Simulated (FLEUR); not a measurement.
# SrO (Fm-3m) in FLEUR: a series of runs

Runs on SrO. Level: LDA. Tasks: equation of state.

Program: FLEUR MaX-R8.1 (later development tree). These are calculated values, not measurements. Logs are shortened: lines on timing, memory, paths and dates and some standing lists are left out, and cuts for length are marked.

### Step 1. The structure

Symmetry: Fm-3m, No. 225, cubic system. The conventional cell has a = 5.133 Å, b = 5.133 Å, c = 5.133 Å, α = 90.00°, β = 90.00°, γ = 90.00°. Sr (site symmetry m-3m) has 6 O at 2.57 Å as nearest neighbours. O (site symmetry m-3m) is surrounded by 6 Sr at 2.57 Å.

### Step 2. Equation of state, LDA, 15.89 Å³/atom (volume scaled by 0.94)

The input, inp.xml:

```xml
<?xml version="1.0" encoding="UTF-8" standalone="no"?>
<fleurInput fleurInputVersion="0.39">
   <comment>
      SrO                                                                                                 
   </comment>
   <calculationSetup>
      <cutoffs Kmax="4.1" Gmax="12.7" GmaxXC="12.7" numbands="0"/>
      <scfLoop itmax="60" minDistance="0.00001" maxIterBroyd="15" imix="Anderson" alpha="0.05" precondParam="0.0" spinf="2.0" sdNocoIR="T"/>
      <coreElectrons ctail="T" frcor="F" kcrel="0" coretail_lmax="0"/>
      <xcFunctional name="vwn" relativisticCorrections="F"/>
      <magnetism jspins="1"/>
      <soc l_soc="F" theta="0.0" phi="0.0" spav="F"/>
      <expertModes spex="0" secvar="F"/>
      <geometryOptimization l_f="F" forcealpha="1.0" forcemix="BFGS" epsdisp="0.00001" epsforce="0.00001"/>
      <ldaU l_linMix="F" mixParam="0.05" spinf="1.0"/>
   </calculationSetup>
   <cell>
      <bzIntegration valenceElectrons="16.0" mode="hist" fermiSmearingEnergy="0.00183747">
         <kPointListSelection listName="default-1"/>
         <!-- k-points included here -->
         <xi:include xmlns:xi="http://www.w3.org/2001/XInclude" href="kpts.xml"> </xi:include>
      </bzIntegration>
      <!-- symmetry operations included here -->
      <xi:include xmlns:xi="http://www.w3.org/2001/XInclude" href="sym.xml"> </xi:include>
      <bulkLattice scale="0.9795861087">
         <bravaisMatrix>
            <row-1>    0.0000000000000000     4.8496041535609802     4.8496041535609802</row-1>
            <row-2>    4.8496041535609802     0.0000000000000000     4.8496041535609802</row-2>
            <row-3>    4.8496041535609802     4.8496041535609802     0.0000000000000000</row-3>
         </bravaisMatrix>
      </bulkLattice>
   </cell>
   <atomSpecies>
      <species name="Strontium (Sr)" element="Sr" atomicNumber="38">
         <mtSphere radius="2.4" gridPoints="819" logIncrement="0.015"/>
         <atomicCutoffs lmax="10" lnonsphr="10"/>
         <electronConfig flipSpins="F">
            <coreConfig>(1s1/2) (2s1/2) (2p1/2) (2p3/2) (3s1/2) (3p1/2) (3p3/2) (3d3/2) (3d5/2)</coreConfig>
            <valenceConfig>(4s1/2) (4p1/2) (4p3/2) (5s1/2)</valenceConfig>
         </electronConfig>
         <energyParameters s="5" p="4" d="4" f="4"/>
         <lo type="SCLO" l="0" n="4" eDeriv="0"/>
         <lo type="HELO" l="1" n="5" eDeriv="0"/>
         <lo type="HELO" l="1" n="5" eDeriv="1"/>
         <lo type="SCLO" l="2" n="4" eDeriv="2"/>
         <lo type="SCLO" l="3" n="4" eDeriv="2"/>
      </species>
      <species name="Oxygen (O)" element="O" atomicNumber="8">
         <mtSphere radius="1.95" gridPoints="665" logIncrement="0.016"/>
         <atomicCutoffs lmax="8" lnonsphr="8"/>
         <electronConfig flipSpins="F">
            <coreConfig>(1s1/2)</coreConfig>
            <valenceConfig>(2s1/2) (2p1/2) (2p3/2)</valenceConfig>
            <stateOccupation state="(2p1/2)" spinUp="0.666667" spinDown="0.666667"/>
            <stateOccupation state="(2p3/2)" spinUp="1.333333" spinDown="1.333333"/>
         </electronConfig>
         <energyParameters s="2" p="2" d="3" f="4"/>
         <lo type="SCLO" l="0" n="2" eDeriv="2"/>
         <lo type="SCLO" l="1" n="2" eDeriv="2"/>
         <lo type="SCLO" l="2" n="3" eDeriv="2"/>
      </species>
   </atomSpecies>
   <atomGroups>
      <atomGroup species="Strontium (Sr)">
         <relPos label="                   1">1.000/2.000 1.000/2.000 1.000/2.000</relPos>
         <force calculate="T" relaxXYZ="TTT"/>
      </atomGroup>
      <atomGroup species="Oxygen (O)">
         <relPos label="                   2">.0000000000 .0000000000 .0000000000</relPos>
         <force calculate="T" relaxXYZ="TTT"/>
      </atomGroup>
   </atomGroups>
   <output dos="F" band="F" slice="F">
      <checks vchk="F" cdinf="F"/>
      <bandDOS minEnergy="-.5*Htr" maxEnergy="0.5*Htr" sigma="0.015" storeEVData="T"/>
      <vacuumDOS vacdos="F" integ="F" star="F" nstars="0" locx1="0.0" locy1="0.0" locx2="0.0" locy2="0.0" nstm="0" tworkf="0.0"/>
      <unfoldingBand unfoldBand="F" supercellX="1" supercellY="1" supercellZ="1"/>
      <plotting iplot="0" polar="F">
         <plot TwoD="T" vec1="  1.0  0.0  0.0" vec2="  0.0  1.0  0.0" vec3="  0.0  0.0  1.0" zero="  0.0  0.0  0.0" file="plot"/>
      </plotting>
      <chargeDensitySlicing numkpt="0" minEigenval="0.0" maxEigenval="0.0" nnne="0" pallst="F"/>
      <specialOutput eonly="F"/>
      <moessbauerParams electricFieldGradient="T" isomerShift="T" coreHyperfine="T" valenceHyperfine="T"/>
      <magneticCircularDichroism mcd="F" energyLo="-10.0" energyUp="0.0"/>
   </output>
  <!-- We include the file relax.xml here to enable relaxations (see documentation) -->
  <xi:include xmlns:xi="http://www.w3.org/2001/XInclude" href="relax.xml"> <xi:fallback/> </xi:include>
</fleurInput>
```

Potentials or basis: all-electron, FLAPW.

On the command line:

```console
$ inpgen -f crystal.txt -profile fastHighL
$ # inp.xml edited to the form shown
$ fleur_MPI
```

Standard output:

```text
Welcome to FLEUR        (www.flapw.de)
      MaX-Release 8.1          (www.max-centre.eu)

 ========== k-point set info ==========
 Selected k-point list: default-1
 k-point list type: mesh
 9 x 9 x 9
 Number of k points: 35

 ------------Calculation Setup---------------------------
 Number of MPI-tasks      :            1
 Number of PE/node        :            1
 Number of OMP-threads    :            1
 Most efficient MPI parallelization for:
           1           5           7          35
 Additional eigenvalue parallelization possible
 Number of basis functions:          335
 Approximate size of matrices (H+S) per k-point:         0.002 GB
 --------------------------------------------------------
 Iteration:     1   Distance:      21.62161433 me/bohr^3
 Iteration:     2   Distance:      17.83503478 me/bohr^3
 Iteration:     3   Distance:       5.80439832 me/bohr^3
 Iteration:     4   Distance:       8.63550954 me/bohr^3
 Iteration:     5   Distance:       0.82158993 me/bohr^3
 Iteration:     6   Distance:       0.40654758 me/bohr^3
 Iteration:     7   Distance:       0.38507897 me/bohr^3
 Iteration:     8   Distance:       0.01563283 me/bohr^3
 Iteration:     9   Distance:       0.01813361 me/bohr^3
 Iteration:    10   Distance:       0.00335294 me/bohr^3
 Iteration:    11   Distance:       0.00469768 me/bohr^3
 Iteration:    12   Distance:       0.00030140 me/bohr^3
 Iteration:    13   Distance:       0.00008293 me/bohr^3
 Iteration:    14   Distance:       0.00010037 me/bohr^3
 Iteration:    15   Distance:       0.00000117 me/bohr^3

 ********************************************************************
 Run finished successfully
 Stop message:
   all done
 ********************************************************************
```

out.xml (last iteration):

```text
<iteration numberForCurrentRun="   15" overallNumber="   15">
         <energyParameters units="Htr">
            <atomicEP atomType="1" spin="1" branch="5s" branchLowest="-0.78" branchHighest="3.33" value="0.2230245466"/>
            <atomicEP atomType="1" spin="1" branch="4p" branchLowest="-8.81" branchHighest="0.01" value="-0.2755256855"/>
            <atomicEP atomType="1" spin="1" branch="4d" branchLowest="-4.13" branchHighest="1.29" value="0.3530932569"/>
            <atomicEP atomType="1" spin="1" branch="4f" branchLowest="-9.99" branchHighest="2.56" value="0.5486514713"/>
            <loAtomicEP atomType="1" spin="1" branch="4s" branchLowest="-11.64" branchHighest="-0.78" value="-0.9350757270"/>
            <heloAtomicEP atomType="1" spin="1" branch="5p" branchLowest="2.58" branchHighest="2.58" value="2.5847466579"/>
            <heloAtomicEP atomType="1" spin="1" branch="5p" branchLowest="2.58" branchHighest="2.58" value="2.5847466579"/>
            <loAtomicEP atomType="1" spin="1" branch="4d" branchLowest="-4.13" branchHighest="1.29" value="0.3528546360"/>
            <loAtomicEP atomType="1" spin="1" branch="4f" branchLowest="-9.99" branchHighest="2.56" value="0.5486543032"/>
            <atomicEP atomType="2" spin="1" branch="2s" branchLowest="-18.11" branchHighest="0.01" value="-0.3130071816"/>
            <atomicEP atomType="2" spin="1" branch="2p" branchLowest="-9.99" branchHighest="0.58" value="0.1867477173"/>
            <atomicEP atomType="2" spin="1" branch="3d" branchLowest="-9.99" branchHighest="3.42" value="0.5752937067"/>
            <atomicEP atomType="2" spin="1" branch="4f" branchLowest="-9.99" branchHighest="5.78" value="0.7366681200"/>
            <loAtomicEP atomType="2" spin="1" branch="2s" branchLowest="-18.11" branchHighest="0.01" value="-0.3130071816"/>
            <loAtomicEP atomType="2" spin="1" branch="2p" branchLowest="-9.99" branchHighest="0.58" value="0.1864392804"/>
            <loAtomicEP atomType="2" spin="1" branch="3d" branchLowest="-9.99" branchHighest="3.42" value="0.5752939779"/>
         </energyParameters>
         <eigenvalues>
            <eigenvaluesAt spin="1" ikpt="1" k_x="0.00000000" k_y="0.00000000" k_z="0.00000000">
                      -0.9400062473       -0.3135646322       -0.2627218013       -0.2627218013       -0.2627218013
                       0.2314505980        0.2314505980        0.2314505980        0.3899630442        0.4633127329
                       0.4633127329        0.4633127329        0.5510552493
            </eigenvaluesAt>
            <eigenvaluesAt spin="1" ikpt="2" k_x="0.00000000" k_y="0.00000000" k_z="0.11111111">
                      -0.9391969495       -0.3258316320       -0.2631560517       -0.2631560517       -0.2523457024
                       0.2169223811        0.2248921703        0.2248921703        0.4117168479        0.4576723244
                       0.4729674675        0.4729674675        0.5644688518
            </eigenvaluesAt>
            <eigenvaluesAt spin="1" ikpt="3" k_x="0.00000000" k_y="0.00000000" k_z="0.22222222">
                      -0.9371231590       -0.3474093722       -0.2642402660       -0.2642402660       -0.2355764322
                       0.1881184901        0.2099012807        0.2099012807        0.4537659648        0.4613229472
                       0.5000150407        0.5000150407        0.5989524843
            </eigenvaluesAt>
            <eigenvaluesAt spin="1" ikpt="4" k_x="0.00000000" k_y="0.00000000" k_z="0.33333333">
                      -0.9347208132       -0.3659373105       -0.2654479407       -0.2654479407       -0.2225407476
                       0.1620541098        0.1949592120        0.1949592120        0.4638887846        0.5140679678
                       0.5372281508        0.5372281508        0.6435469946
            </eigenvaluesAt>
         </eigenvalues>
         <bandgap value="3.1650489323" units="eV"/>
         <sumValenceSingleParticleEnergies value="-2.9597666146" units="Htr"/>
         <FermiEnergy value="0.2314505980" units="Htr"/>
         <valenceDensity>
            <mtCharges spin="1">
               <mtCharge atomType="1" total="7.7801402" s="1.9906507" p="5.5279572" d="0.2351527" f="0.0218388"/>
               <mtCharge atomType="2" total="6.0111180" s="1.7819878" p="4.2157686" d="0.0100987" f="0.0025528"/>
            </mtCharges>
            <spinDependentCharge spin="1" total="16.0000000" interstitial="2.2087417" mtSpheres="13.7912583"/>
            <totalCharge value="16.0000000000"/>
         </valenceDensity>
         <coreStates atomType="     1" atomicNumber=" 38" spin="1" kinEnergy="   3222.7425997279" eigValSum="  -1861.6024570889" lostElectrons=" 0.000099">
            <state n="1" l="0" j="0.5" energy="-583.9726668132" weight="1.0000000000"/>
            <state n="2" l="0" j="0.5" energy="-78.5734381483" weight="1.0000000000"/>
            <state n="2" l="1" j="0.5" energy="-71.5132003420" weight="1.0000000000"/>
            <state n="2" l="1" j="1.5" energy="-69.0038510046" weight="2.0000000000"/>
            <state n="3" l="0" j="0.5" energy="-11.6394453687" weight="1.0000000000"/>
            <state n="3" l="1" j="0.5" energy="-9.0746638396" weight="1.0000000000"/>
            <state n="3" l="1" j="1.5" energy="-8.6891753876" weight="2.0000000000"/>
            <state n="3" l="2" j="1.5" energy="-4.1687436928" weight="2.0000000000"/>
            <state n="3" l="2" j="2.5" energy="-4.1014246209" weight="3.0000000000"/>
         </coreStates>
         <coreStates atomType="     2" atomicNumber="  8" spin="1" kinEnergy="     57.6541235986" eigValSum="    -36.2120776716" lostElectrons=" 0.000000">
            <state n="1" l="0" j="0.5" energy="-18.1060388358" weight="1.0000000000"/>
         </coreStates>
         <allElectronCharges>
            <spinDependentCharge spin="1" total="46.0000000" interstitial="2.2088398" mtSpheres="43.7911602"/>
            <totalCharge value="45.9999999947"/>
         </allElectronCharges>
         <moessbauerParams unitsHFF="kG" unitsIS="e/bohr^3" unitsEFG="Htr/bohr^2">
            <coreIsomerShift atomType="1" isTotal="61054.56287">
               <shell n="1" l="0" isomerShift="54231.04963"/>
               <shell n="2" l="0" isomerShift="5762.71343"/>
               <shell n="2" l="1" isomerShift="74.61927"/>
               <shell n="3" l="0" isomerShift="973.11978"/>
               <shell n="3" l="1" isomerShift="13.06076"/>
               <shell n="3" l="2" isomerShift="0.00000"/>
            </coreIsomerShift>
            <coreIsomerShift atomType="2" isTotal="300.53305">
               <shell n="1" l="0" isomerShift="300.53305"/>
            </coreIsomerShift>
            <isomerShift atomType="1" nucleusRadius="0.0001049" averageDensity="61197.17361"/>
            <isomerShift atomType="2" nucleusRadius="0.0000595" averageDensity="315.55603"/>
            <electricFieldGradient atomType="1" VXX="0.00000" VYY="0.00000" VZZ="0.00000" asymParam="0.00000">
            </electricFieldGradient>
            <electricFieldGradient atomType="2" VXX="0.00000" VYY="0.00000" VZZ="0.00000" asymParam="0.00000">
            </electricFieldGradient>
         </moessbauerParams>
         <totalEnergy                                    value="    -3251.1526396294" units="Htr">
            <sumOfEigenvalues                            value="    -1900.7743013751">
               <coreElectrons value="-1897.8145347605"/>
               <valenceElectrons value="-2.9597666146"/>
            </sumOfEigenvalues>
            <densityCoulombPotentialIntegral value="-5100.7025197822"/>
            <densityEffectivePotentialIntegral value="-5246.0685157723"/>
            <chargeDenXCDenIntegral value="-109.7411754487"/>
            <FockExchangeEnergyValence value="0.0000000000"/>
            <FockExchangeEnergyCore value="0.0000000000"/>
            <atomTypeDependentContributions atomType="1">
               <electronNucleiInteractionDifferentMTs value="3823.7907444011"/>
               <MadelungTerm value="-21.2890761759"/>
            </atomTypeDependentContributions>
            <atomTypeDependentContributions atomType="2">
               <electronNucleiInteractionDifferentMTs value="89.7506082746"/>
               <MadelungTerm value="-1.5239898353"/>
            </atomTypeDependentContributions>
            <tkbTimesEntropy value="0.0000000000"/>
            <freeEnergy value="-3251.1526396294"/>
            <extrapolationTo0K value="-3251.1526396294"/>
         </totalEnergy>
         <densityConvergence units="me/bohr^3">
            <chargeDensity spin="1" distance="0.0000011674"/>
         </densityConvergence>
      </iteration>
```

Run time: 26 s. Hardware: 1 thread of Intel Xeon Platinum 8259CL at 2.50GHz (Skylake/Cascade Lake), shared host; peak memory 0.06 GiB.

What came out:

```
Free energy                                           : -88468.3702 eV
Band gap on the k mesh                                : 3.17 eV, indirect (least direct gap 3.19 eV)
Valence electrons inside the program's atomic spheres : Sr 7.78; O 6.01 (radii Sr 2.4, O 1.95 bohr)
```

Caveat: an odd mesh through Γ misses points on the zone boundary, where band edges often lie.

### Step 3. Equation of state, LDA, 16.23 Å³/atom (volume scaled by 0.96)

inp.xml: that of step 2 with these lines changed.

```diff
@@ -24,3 +24,3 @@
       <xi:include xmlns:xi="http://www.w3.org/2001/XInclude" href="sym.xml"> </xi:include>
-      <bulkLattice scale="0.9795861087">
+      <bulkLattice scale="0.9864848297">
          <bravaisMatrix>
```

Potentials or basis: all-electron, FLAPW.

On the command line:

```console
$ inpgen -f crystal.txt -profile fastHighL
$ # inp.xml edited to the form shown
$ fleur_MPI
```

Wall time 26 s (1 thread of Intel Xeon Platinum 8259CL at 2.50GHz (Skylake/Cascade Lake), shared host); peak memory 0.06 GiB.

It converged, with:

| Item | Value |
| --- | --- |
| Free energy | -88468.3750 eV |
| Band gap on the k mesh | 3.18 eV, indirect (least direct gap 3.23 eV) |
| Valence electrons inside the program's atomic spheres | Sr 7.77; O 6.00 (radii Sr 2.4, O 1.95 bohr) |

Caveat: an odd mesh through Γ misses points on the zone boundary, where band edges often lie.

### Step 4. Equation of state, LDA, 16.90 Å³/atom

inp.xml: that of step 3 with these lines changed.

```diff
@@ -24,3 +24,3 @@
       <xi:include xmlns:xi="http://www.w3.org/2001/XInclude" href="sym.xml"> </xi:include>
-      <bulkLattice scale="0.9864848297">
+      <bulkLattice scale="1.0000000000">
          <bravaisMatrix>
```

On the command line:

```console
$ inpgen -f crystal.txt -profile fastHighL
$ # inp.xml edited to the form shown
$ fleur_MPI
```

Wall time 27 s (1 thread of Intel Xeon Platinum 8259CL at 2.50GHz (Skylake/Cascade Lake), shared host); peak memory 0.06 GiB.

Results (log left out):

* Free energy: -88468.3580 eV
* Band gap on the k mesh: 3.21 eV, indirect (least direct gap 3.29 eV)
* Valence electrons inside the program's atomic spheres: Sr 7.74; O 5.97 (radii Sr 2.4, O 1.95 bohr)

Caveat: an odd mesh through Γ misses points on the zone boundary, where band edges often lie.

### Step 5. Equation of state, LDA, 17.58 Å³/atom (volume scaled by 1.04)

inp.xml: that of step 4 with these lines changed.

```diff
@@ -24,3 +24,3 @@
       <xi:include xmlns:xi="http://www.w3.org/2001/XInclude" href="sym.xml"> </xi:include>
-      <bulkLattice scale="1.0000000000">
+      <bulkLattice scale="1.0131594038">
          <bravaisMatrix>
```

On the command line:

```console
$ inpgen -f crystal.txt -profile fastHighL
$ # inp.xml edited to the form shown
$ fleur_MPI
```

Run time: 28 s. Hardware: 1 thread of Intel Xeon Platinum 8259CL at 2.50GHz (Skylake/Cascade Lake), shared host; peak memory 0.06 GiB.

It converged, with:

```yaml
Free_energy: -88468.3115 eV
Band_gap_on_the_k_mesh: 3.23 eV, indirect (least direct gap 3.34 eV)
Valence_electrons_inside_the_program's_atomic_spheres: Sr 7.72; O 5.95 (radii Sr 2.4, O 1.95 bohr)
```

Caveat: an odd mesh through Γ misses points on the zone boundary, where band edges often lie.

### Step 6. Equation of state, LDA, 17.92 Å³/atom (volume scaled by 1.06)

inp.xml: that of step 5 with these lines changed.

```diff
@@ -24,3 +24,3 @@
       <xi:include xmlns:xi="http://www.w3.org/2001/XInclude" href="sym.xml"> </xi:include>
-      <bulkLattice scale="1.0131594038">
+      <bulkLattice scale="1.0196128224">
          <bravaisMatrix>
```

Potentials or basis: all-electron, FLAPW.

On the command line:

```console
$ inpgen -f crystal.txt -profile fastHighL
$ # inp.xml edited to the form shown
$ fleur_MPI
```

It took 27 s on 1 thread of Intel Xeon Platinum 8259CL at 2.50GHz (Skylake/Cascade Lake), shared host; peak memory 0.06 GiB.

Results (log left out):

```yaml
Free_energy: -88468.2793 eV
Band_gap_on_the_k_mesh: 3.24 eV, indirect (least direct gap 3.36 eV)
Valence_electrons_inside_the_program's_atomic_spheres: Sr 7.71; O 5.94 (radii Sr 2.4, O 1.95 bohr)
```

Caveat: an odd mesh through Γ misses points on the zone boundary, where band edges often lie.

### Step 7. Equation of state, LDA

Potentials or basis: all-electron, FLAPW.

No new run: the results of the series are fitted here.

Results:

```
Equilibrium volume                      : 16.23 Å³/atom
Bulk modulus                            : 105 GPa
Pressure derivative of the bulk modulus : 4.7 (rough: it moves with the points fitted)
```

Energy against volume, from the lowest point:
| volume (Å³/atom) | energy (meV/atom) |
| --- | --- |
| 15.887 | 2.41 |
| 16.225 | 0.00 |
| 16.901 | 8.52 |
| 17.577 | 31.76 |
| 17.915 | 47.86 |
